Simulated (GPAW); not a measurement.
ZrN:

```
Zr N
1.0
     0.00000    2.30000    2.30000
     2.30000    0.00000    2.30000
     2.30000    2.30000    0.00000
Zr N
1 1
Direct
  0.50000 0.50000 0.50000
  0.00000 0.00000 0.00000
```

- Program: GPAW 26.7.0
- Task: relaxation of cell and atoms
- Functional: PBEsol
- Dispersion: D3(BJ)
- Potentials or basis: PAW data sets generated in the run's folder for this functional
- Cutoff: 800 eV
- Basis: pw
- k mesh: 10 × 10 × 10
- Occupations: fermi-dirac, width 0.05 eV
- Spin: no spin polarisation

At the start: pressure -15.2 GPa; volume 12.17 Å³/atom.

**Question.** How do energy, volume and symmetry change on relaxing?

**Answer.** Over 4 steps the energy falls by 33.5 meV/atom and the volume is 11.45 Å³/atom (-5.9 %); space group Fm-3m (No. 225, to 0.05 Å).

Step by step:
| step | energy change (eV) | largest force (eV/Å) | pressure (GPa) | volume (Å³) |
| --- | --- | --- | --- | --- |
| 1 | 0.0000 | 0.0000 | -15.22 | 24.33 |
| 2 | -0.0442 | 0.0000 | -9.51 | 23.74 |
| 3 | -0.0668 | 0.0000 | 0.76 | 22.84 |
| 4 | -0.0671 | 0.0000 | -0.04 | 22.90 |

Final structure:
```
CELL_PARAMETERS angstrom
0.00000 2.25397 2.25397
2.25397 0.00000 2.25397
2.25397 2.25397 0.00000
ATOMIC_POSITIONS crystal
Zr 0.50000 0.50000 0.50000
N 0.00000 0.00000 0.00000
```

Caveat: later steps reuse the first step's grids; pairwise dispersion overbinds metals, which lowers pressure and volume.
